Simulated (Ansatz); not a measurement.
ZrO$_{2}$:
```xyz
6
Lattice="3.6013 0.0000 0.0000 0.0000 3.6013 0.0000 0.0000 0.0000 5.2281" Properties=species:S:1:pos:R:3 pbc="T T T"
Zr     0.0000     0.0000     0.0000
Zr     1.8007     1.8007     2.6140
O      0.0000     1.8007     1.0288
O      0.0000     1.8007     3.6429
O      1.8007     0.0000     1.5852
O      1.8007     0.0000     4.1992
```

x, y and z are the axes in which the lattice vectors are written.

Give the high-frequency dielectric tensor and the Born effective charge tensors of the independent atoms from DFPT, r²SCAN in the plane-wave PAW code Ansatz.


ε∞:
```
5.27  0.00  0.00
0.00  5.27  0.00
0.00  0.00  4.68
```
Z* of atom 1 (Zr), rows: field, columns: displacement, in e:
```
5.72  0.00  0.00
0.00  5.72  0.00
0.00  0.00  4.88
```
Z* of atom 3 (O), rows: field, columns: displacement, in e:
```
-2.06   0.00   0.00
 0.00  -3.67   0.00
 0.00   0.00  -2.44
```

Static charges for comparison (Bader): Zr1 +2.70, O3 -1.35 e. Born charges measure polarisation by displacement and can exceed these by far.

Space group P4_2/nmc. This is a known high-temperature phase of the composition, computed here at zero pressure and temperature. The cell was relaxed with r²SCAN under the symmetry of its start; phonons on a q-mesh show no instability. The run is not spin-polarised. Scalar-relativistic: spin–orbit coupling is off unless named, which matters more the heavier the elements.

Potentials: the later of the program's two PAW sets.
